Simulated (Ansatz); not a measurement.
CdO2:

```
Cd O
1.0
     3.47623    0.00000    0.00000
    -1.73811    3.01050    0.00000
     0.00000    0.00000    4.14808
Cd O
1 2
Direct
  0.00000 0.00000 0.00000
  0.33333 0.66667 0.24422
  0.66667 0.33333 0.75578
```

The cell comes from a database or a generator and needn't be the stable form of this composition.

Base run:

| Item | Value |
| --- | --- |
| Program | Ansatz 0.2.0 |
| Functional | LDA |
| Potentials or basis | Ansatz PAW |
| Cutoff | 420 eV |
| Density cutoff | 1680 eV |
| k mesh | 9 × 9 × 7 |
| Occupations | fermi-dirac, width 0.05 eV |
| Spin | no spin polarisation |

Its results: band gap on the k mesh none (metal or under the smearing width); pressure -14.9 GPa; largest force 0.494 eV/Å.

Q: The run is repeated on the same cell with these changes: functional from LDA to BLYP. What comes out?

A: Band gap on the k mesh none (metal or under the smearing width); pressure -1.7 GPa; largest force 0.089 eV/Å.

BLYP binds less tightly than LDA, so the same cell stands under more pressure.

Caveats: the PAW data sets come from PBE, with cores solved anew for the run's functional, which leaves a small shift of forces and pressure; the potentials were made for another functional, which shifts forces and pressure (some runs).

Not every run made on this cell is shown here.
